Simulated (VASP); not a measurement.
Write the native input for VASP 6.6.1 that does the following.

```
Task                   : relaxation of cell and atoms
Functional             : r2SCAN
Dispersion             : D4
Potentials or basis    : VASP PAW PBE potentials, release 64 (I)
Cutoff                 : 600 eV
k mesh                 : 9 × 9 × 9
Occupations            : gaussian, width 0.05 eV
Spin                   : no spin polarisation
Further INCAR settings : ALGO = Normal; EDIFF = 1e-06; IBRION = 2; EDIFFG = -0.02; NSW = 60; ISIF = 3
```

The structure of I lies in POSCAR:

```
I
1.0
    0.0000000000      2.3656004428      3.9098401324
    2.1922454667      0.0000000000      3.9098401324
    2.1922454667      2.3656004428      0.0000000000
I
1
Direct
    0.0000000000      0.0000000000      0.0000000000
```

These files were run (other wordings do the same):

INCAR

```
SYSTEM = I
  ALGO = Normal
  EDIFF = 1E-6
  EDIFFG = -0.02
  ENCUT = 600
  IBRION = 2
  ISIF = 3
  ISMEAR = 0
  IVDW = 13
  LASPH = .True.
  LCHARG = .False.
  LMIXTAU = .True.
  LREAL = .False.
  LWAVE = .False.
  METAGGA = R2SCAN
  NELM = 60
  NSW = 60
  PREC = Accurate
  SIGMA = 0.05
  VDW_A1 = 0.51559235
  VDW_A2 = 5.77342911
  VDW_S6 = 1.0
  VDW_S8 = 0.6018749
```

KPOINTS

```
k-points
0
Gamma
  9 9 9
  0 0 0
```

Potentials or basis: VASP PAW PBE potentials, release 64 (I).

The run is started by

```bash
$ cat potpaw_PBE.64/I/POTCAR > POTCAR
$ mpirun -np 1 vasp_std > vasp.out
```

Results of the run:

* Relaxed volume: 38.97 Å³/atom
* Relaxed cell: a = 4.475 Å, b = 4.374 Å, c = 3.209 Å, α = 70.43°, β = 67.07°, γ = 42.50°
* Space group after relaxing (to 0.05 Å): Fmmm (No. 69)
* Energy gained by relaxing: 2.6 meV/atom
* Ionic steps: 12
* Pressure after relaxing: 0.0 GPa
* Band gap on the k mesh: none (metal or under the smearing width)
* Dispersion energy per atom: -0.128 eV

Caveat: the PAW data sets were made with another functional, which shifts forces and pressure a little; an odd number of electrons without spin polarisation forces a metal; a magnetic or distorted state may lie lower; pairwise dispersion overbinds metals, which lowers pressure and volume.

Wall time 11 min on 1 thread of Intel(R) Xeon(R) 6975P-C (Granite Rapids) (shared host), peak memory 0.23 GiB.
